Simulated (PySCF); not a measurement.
Mayer bond orders and bond lengths

Species: C6H6O.
SMILES with atom numbers: `[OH:1][c:2]1[cH:3][cH:4][cH:5][cH:6][cH:7]1` (hydrogens: H8 on O1; H9 on C3; H10 on C4; H11 on C5; H12 on C6; H13 on C7)

Structure used (PBE0-D3(BJ)/def2-SVP), in Å, numbered top down from 1:
```xyz
13
C6H6O angstrom
O      2.3708   -0.2876    0.0443
C      1.0240   -0.1993    0.0313
C      0.2924   -1.3915   -0.0091
C     -1.0975   -1.3502   -0.0234
C     -1.7764   -0.1304    0.0020
C     -1.0440    1.0540    0.0419
C      0.3494    1.0256    0.0565
H      2.7460    0.5987    0.0714
H      0.8361   -2.3378   -0.0285
H     -1.6594   -2.2870   -0.0546
H     -2.8678   -0.1048   -0.0092
H     -1.5589    2.0176    0.0619
H      0.9201    1.9592    0.0873
```

Bond orders from the PBE0/pcSseg-1 density (PySCF). Isolated species at its PBE0-D3(BJ)/def2-SVP geometry (one conformer only).

Question: How far do the computed orders between heavy atoms stray from the drawn ones?

Answer: The largest departure is 0.137, at C7–C2 (drawn aromatic, 1.363), counting aromatic bonds as 1.5. The bonds drawn aromatic range from 1.36 to 1.46.

Question: Set the Mayer orders of the bonds beside their lengths.

Answer: 
| bond | drawn as | length (Å) | Mayer order |
| --- | --- | --- | --- |
| O1–C2 | single | 1.350 | 1.071 |
| C2–C3 | aromatic | 1.399 | 1.382 |
| C3–C4 | aromatic | 1.391 | 1.460 |
| C4–C5 | aromatic | 1.396 | 1.418 |
| C5–C6 | aromatic | 1.393 | 1.439 |
| C6–C7 | aromatic | 1.394 | 1.440 |
| C7–C2 | aromatic | 1.399 | 1.363 |
| O1–H8 | single | 0.963 | 0.945 |
| C3–H9 | single | 1.092 | 0.954 |
| C4–H10 | single | 1.093 | 0.964 |
| C5–H11 | single | 1.092 | 0.967 |
| C6–H12 | single | 1.093 | 0.959 |
| C7–H13 | single | 1.095 | 0.949 |

By pair of heavy elements: C–C: lowest C7–C2 (1.363, 1.399 Å), highest C3–C4 (1.460, 1.391 Å).

Question: Sum the orders of all bonds at each heavy atom with more than one neighbour and set the sums beside the valence in the SMILES.

Answer: O1 2.016 (drawn 2), C2 3.816 (drawn 4), C3 3.796 (drawn 4), C4 3.842 (drawn 4), C5 3.824 (drawn 4), C6 3.838 (drawn 4), C7 3.752 (drawn 4). Orders between atoms that aren't bonded are not in these sums.

For a closed shell the Mayer order of atoms A and B is Σ (PS)μν (PS)νμ over the basis functions μ on A and ν on B, with P the density and S the overlap matrix.
